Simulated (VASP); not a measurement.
# MoS2 (P6_3/mmc) in VASP: notebook, part 2 of 2

VASP 6.6.1. Earlier steps stand in the parts before.

## (4) Relaxation of cell and atoms, PBE, target pressure 5.6 GPa, at which the enthalpy is minimised

INCAR reads:

```
SYSTEM = MoS2
PREC = Accurate
ENCUT = 600
EDIFF = 1E-6
ISMEAR = 0
SIGMA = 0.03
LREAL = .FALSE.
LASPH = .TRUE.
NELM = 80
ALGO = Normal
ISIF = 3
LWAVE = .FALSE.
LCHARG = .FALSE.
GGA = PE
IBRION = 2
NSW = 90
EDIFFG = -0.01
PSTRESS = 56.0
KPAR = 2
```

KPOINTS reads:

```
regular mesh
0
G
  12 12 3
  0 0 0
```

POSCAR reads:

```
MoS2
1.0
    3.1690000000      0.0000000000      0.0000000000
   -1.5845000000      2.7444345046      0.0000000000
    0.0000000000      0.0000000000     12.3240000000
Mo S
2 4
Direct
    0.3333333333      0.6666666667      0.2500000000
    0.6666666667      0.3333333333      0.7500000000
    0.3333333333      0.6666666667      0.6230000000
    0.6666666667      0.3333333333      0.1230000000
    0.3333333333      0.6666666667      0.8770000000
    0.6666666667      0.3333333333      0.3770000000
```

Potentials or basis: VASP PAW PBE potentials, release 64 (Mo_sv, S).

Command:

```console
$ cat potpaw_PBE.64/Mo_sv/POTCAR potpaw_PBE.64/S/POTCAR > POTCAR
$ mpirun -np 2 vasp_std > vasp.out
```

Wall time 7.8 min (2 MPI ranks of Intel Xeon 6975P-C (Granite Rapids), shared host); peak memory 0.31 GiB.

Results (log left out):

| Quantity | Value |
| --- | --- |
| Free energy | -43.4788 eV |
| Relaxed volume | 16.93 Å³/atom |
| Relaxed cell | a = 3.138 Å, b = 3.138 Å, c = 11.909 Å, α = 90.00°, β = 90.00°, γ = 120.00° |
| Space group after relaxing (to 0.05 Å) | P6_3/mmc (No. 194) |
| Energy change on relaxing (the enthalpy is what falls) | +22.8 meV/atom |
| Ionic steps | 11 |
| Pressure after relaxing | 5.6 GPa |
| Largest force after relaxing | 0.007 eV/Å |
| Band gap on the k mesh | 0.71 eV, indirect (least direct gap 1.73 eV) |

Forces in eV/Å, atoms in the order of the input:
```
Mo   0.000  0.000  0.000
Mo   0.000  0.000  0.000
S    0.000  0.000 -0.007
S    0.000  0.000 -0.007
S    0.000  0.000  0.007
S    0.000  0.000  0.007
```

Stress tensor (GPa, compression positive):
```
5.56 0.00 0.00
0.00 5.56 0.00
0.00 0.00 5.67
```

Step by step:
```
step  energy change (eV)  largest force (eV/Å)  pressure (GPa)  volume (Å³)
   1              0.0000                0.0787            1.84       107.18
   2              0.2868                1.0348           12.87       100.82
   3              0.0528                0.2954            5.44       104.87
   4              0.0701                0.1344            5.47       104.06
   5              0.0830                0.0539            5.49       103.65
   6              0.0986                0.0557            5.67       102.95
   7              0.1635                0.0576            6.42       100.84
   8              0.1476                0.0604            6.26       101.28
   9              0.1192                0.2407            3.55       102.32
  10              0.1382                0.0127            5.61       101.52
  11              0.1368                0.0068            5.60       101.56
```

Final structure:
```cif
data_structure
_symmetry_space_group_name_H-M 'P 1'
_symmetry_Int_Tables_number 1
_cell_length_a 3.1381
_cell_length_b 3.1381
_cell_length_c 11.9085
_cell_angle_alpha 90.000
_cell_angle_beta 90.000
_cell_angle_gamma 120.000
_cell_volume 101.56
loop_
_atom_site_label
_atom_site_type_symbol
_atom_site_fract_x
_atom_site_fract_y
_atom_site_fract_z
_atom_site_occupancy
Mo1 Mo 0.33333 0.66667 0.25000 1
Mo2 Mo 0.66667 0.33333 0.75000 1
S1 S 0.33333 0.66667 0.61855 1
S2 S 0.66667 0.33333 0.11855 1
S3 S 0.33333 0.66667 0.88145 1
S4 S 0.66667 0.33333 0.38145 1
```

Levels at points of the mesh, in eV from the valence-band top:
| k point | band 23 | band 24 | band 25 | band 26 | band 27 | band 28 | band 29 | band 30 |
| --- | --- | --- | --- | --- | --- | --- | --- | --- |
| (0.00, 0.00, 0.00) | -2.19 | -1.38 | -1.03 | 0.00 | 2.05 | 2.05 | 2.10 | 2.10 |
| (0.50, 0.00, 0.00) | -1.86 | -1.58 | -1.54 | -1.39 | 1.60 | 1.66 | 1.95 | 2.31 |

Caveat: the cell is relaxed towards a set pressure, so the enthalpy falls and the energy may rise; an odd mesh through Γ misses points on the zone boundary, where band edges often lie; this functional lacks dispersion, which binds the layers, so the pressure and a relaxed spacing across them are unreliable.

## (5) Relaxation of cell and atoms, PBE, target pressure 5.6 GPa, at which the enthalpy is minimised

This run uses another cell than the first one, of 16.93 Å³/atom, 0.948 times its volume.

Edit INCAR of step 4 so:

```diff
@@ -3,3 +3,3 @@
 ENCUT = 600
-EDIFF = 1E-6
+EDIFF = 1E-7
 ISMEAR = 0
@@ -16,3 +16,3 @@
 NSW = 90
-EDIFFG = -0.01
+EDIFFG = -0.005
 PSTRESS = 56.0
```

KPOINTS is that of step 4.

POSCAR reads:

```
MoS2                                    
1.0
    3.1381452999     -0.0000000000      0.0000000000
   -1.5690726500      2.7177135505     -0.0000000000
   -0.0000000000      0.0000000000     11.9085071460
  Mo              S             
     2     4
Direct
     0.3333333332999970    0.6666666667000030    0.2500000000000000
     0.6666666667000030    0.3333333332999970    0.7500000000000000
     0.3333333332999970    0.6666666667000030    0.6185492223669679
     0.6666666667000030    0.3333333332999970    0.1185492223669680
     0.3333333332999970    0.6666666667000030    0.8814507776330321
     0.6666666667000030    0.3333333332999970    0.3814507776330320
```

Potentials or basis: VASP PAW PBE potentials, release 64 (Mo_sv, S).

Command:

```console
$ cat potpaw_PBE.64/Mo_sv/POTCAR potpaw_PBE.64/S/POTCAR > POTCAR
$ mpirun -np 2 vasp_std > vasp.out
```

OUTCAR:

```text
SYSTEM = MoS2
   PREC = Accurate
   ENCUT = 600
   EDIFF = 1E-7
   ISMEAR = 0
   LREAL = .FALSE.
   LASPH = .TRUE.
   NELM = 80
   ISIF = 3
   GGA = PE
   IBRION = 2
   NSW = 90
   EDIFFG = -0.005
   PSTRESS = 56.0

 ion  position               nearest neighbor table
   1  0.333  0.667  0.250-   4 2.39   6 2.39   4 2.39   6 2.39   4 2.39   6 2.39
   2  0.667  0.333  0.750-   3 2.39   5 2.39   3 2.39   5 2.39   3 2.39   5 2.39
   3  0.333  0.667  0.619-   2 2.39   2 2.39   2 2.39
   4  0.667  0.333  0.119-   1 2.39   1 2.39   1 2.39
   5  0.333  0.667  0.881-   2 2.39   2 2.39   2 2.39
   6  0.667  0.333  0.381-   1 2.39   1 2.39   1 2.39

  LATTYP: Found a hexagonal cell.
 ALAT       =     3.1381452999
 C/A-ratio  =     3.7947596456

  Lattice vectors:

 A1 = (   3.1381452999,   0.0000000000,   0.0000000000)
 A2 = (  -1.5690726500,   2.7177135505,   0.0000000000)
 A3 = (   0.0000000000,   0.0000000000,  11.9085071460)

Analysis of symmetry for initial positions (statically):
=====================================================================
 Subroutine PRICEL returns:
 Original cell was already a primitive cell.

 Routine SETGRP: Setting up the symmetry group for a
 hexagonal supercell.

[... 184 lines left out ...]
  Direction    XX          YY          ZZ          XY          YZ          ZX
  --------------------------------------------------------------------------------------
  -------------------------------------------------------------------------------------
  Total        3.5225206      3.5225206      3.5943167     -0.0000000      0.0000000      0.0000000
  in kB       55.5686786     55.5686786     56.7012810     -0.0000000      0.0000000      0.0000000
  external PRESSURE =      -0.0537873 kB  Pullay stress =      56.0000000 kB
[... 71 lines left out ...]
--------------------------------------- Ionic step        3  -------------------------------------------

 number of electron      52.0000000 magnetization

 Free energy of the ion-electron system (eV)
  ---------------------------------------------------
  ext. energy  EPLUGINS =         0.00000000
  ---------------------------------------------------
  free energy    TOTEN  =       -43.47656471 eV

  energy without entropy =      -43.47656471  energy(sigma->0) =      -43.47656471

 E-fermi :   8.4187     XC(G=0): -11.1558

 val. band max:        8.2972662699   @ k =   0.0000   0.0000   0.0000
 cond. band min:       9.0108912950   @ k =   0.1667   0.1667   0.0000
 fundamental gap:      0.7136250251
 Fermi energy:         8.4187191760

 k-point     1 :       0.0000    0.0000    0.0000
  band No.  band energies     occupation
      1     -53.2818      2.00000
      2     -53.2818      2.00000
      3     -27.4550      2.00000
      4     -27.4548      2.00000
      5     -27.2002      2.00000
      6     -27.2002      2.00000
[... 805 lines left out ...]
     30      10.1381      0.00000
     31      11.0313      0.00000

 [... further k-points ...]

------------------------ aborting loop because EDIFF is reached ----------------------------------------

  FORCE on cell =-STRESS in cart. coord.  units (eV):
  Direction    XX          YY          ZZ          XY          YZ          ZX
  --------------------------------------------------------------------------------------
  -------------------------------------------------------------------------------------
  Total        3.5340800      3.5340800      3.5374607     -0.0000000      0.0000000      0.0000000
  in kB       55.7542593     55.7542593     55.8075925     -0.0000000      0.0000000      0.0000000
  external PRESSURE =      -0.2279630 kB  Pullay stress =      56.0000000 kB
[... 25 lines left out ...]
  energy  without entropy=      -43.4765647063  energy(sigma->0) =      -43.47656471

  enthalpy is  TOTEN    =       -39.9269079599 eV   P V=        3.5496567464

 reached required accuracy - stopping structural energy minimisation
```

CONTCAR:

```text
MoS2
   1.00000000000000
     3.1376602796331516   -0.0000000000011496    0.0000000000000000
    -1.5688301398675637    2.7172935106289215    0.0000000000000000
     0.0000000000000000    0.0000000000000000   11.9114996534008739
  Mo              S
     2     4
Direct
     0.3333333332999970    0.6666666667000030    0.2500000000000000
     0.6666666667000030    0.3333333332999970    0.7500000000000000
     0.3333333332999970    0.6666666667000030    0.6185291714639278
     0.6666666667000030    0.3333333332999970    0.1185291714639278
     0.3333333332999970    0.6666666667000030    0.8814708285360722
     0.6666666667000030    0.3333333332999970    0.3814708285360722

  0.00000000E+00  0.00000000E+00  0.00000000E+00
  0.00000000E+00  0.00000000E+00  0.00000000E+00
  0.00000000E+00  0.00000000E+00  0.00000000E+00
  0.00000000E+00  0.00000000E+00  0.00000000E+00
  0.00000000E+00  0.00000000E+00  0.00000000E+00
  0.00000000E+00  0.00000000E+00  0.00000000E+00
```

Wall time 90 s (2 MPI ranks of Intel Xeon 6975P-C (Granite Rapids), shared host); peak memory 0.32 GiB.

What came out:

```yaml
Free_energy: -43.4766 eV
Energy_change_on_relaxing_the_enthalpy_is_what_falls: +0.0 meV/atom
Ionic_steps: 3
Pressure_after_relaxing: 5.6 GPa
Band_gap_on_the_k_mesh: 0.71 eV, indirect (least direct gap 1.73 eV)
```

Step by step:
```tsv
step	energy change (eV)	largest force (eV/Å)	pressure (GPa)	volume (Å³)
1	0.0000	0.0070	5.59	101.56
2	0.0003	0.0052	5.57	101.55
3	0.0002	0.0016	5.58	101.56
```

Final structure:
```
CELL_PARAMETERS angstrom
3.13766 0.00000 0.00000
-1.56883 2.71729 0.00000
0.00000 0.00000 11.91150
ATOMIC_POSITIONS crystal
Mo 0.33333 0.66667 0.25000
Mo 0.66667 0.33333 0.75000
S 0.33333 0.66667 0.61853
S 0.66667 0.33333 0.11853
S 0.33333 0.66667 0.88147
S 0.66667 0.33333 0.38147
```

Caveat: the cell is relaxed towards a set pressure, so the enthalpy falls and the energy may rise; an odd mesh through Γ misses points on the zone boundary, where band edges often lie.
